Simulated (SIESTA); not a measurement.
## Au under changes of volume

One of the cells (17.192 Å³/atom); the others are scaled copies at fixed shape and fractional positions:

```
Au
1.0
     0.00000    2.04848    2.04848
     2.04848    0.00000    2.04848
     2.04848    2.04848    0.00000
Au
1
Direct
  0.00000 0.00000 0.00000
```

```yaml
Program: SIESTA 5.4.2
Functional: PBE
Potentials_or_basis: PseudoDojo 0.4 standard (PBE files)
Basis: DZP (energy shift 0.002 Ry)
Grid_cutoff: 800 Ry
Energy_shift: 0.002 Ry
k_mesh: 11 × 11 × 11
Occupations: fermi-dirac, width 0.05 eV
Spin: no spin polarisation
```

| volume (Å³/atom) | energy over the lowest point (meV/atom) | pressure (GPa) |
| --- | --- | --- |
| 15.843 | 163.47 | 27.0 |
| 16.181 | ? | ? |
| 16.518 | 72.38 | 16.6 |
| 17.192 | 20.83 | 8.2 |
| 17.529 | 7.08 | 4.9 |
| 17.866 | 0.00 | 1.8 |

Problem. What does the run at 16.181 Å³/atom give?

Solution. Energy over the lowest point 112.46 meV/atom; pressure 21.5 GPa.

Worked out: A Birch-Murnaghan fit of order 3 (a polynomial in V^(-2/3)) to the other rows has its minimum at 18.10 Å³/atom, just outside them, with B0 = V·E''(V) = 139 GPa and B' = 5.8. It gives 112.28 meV/atom at 16.181 Å³/atom, against the run's 112.46, and -dE/dV = 21.5 GPa, against 21.5.

Energies are extrapolated to zero smearing.

Caveats: semicore shells carry a single zeta, which can move pressures by several GPa and volumes by a few percent; the basis of atomic orbitals isn't converged, which shifts pressures, moduli and gaps.
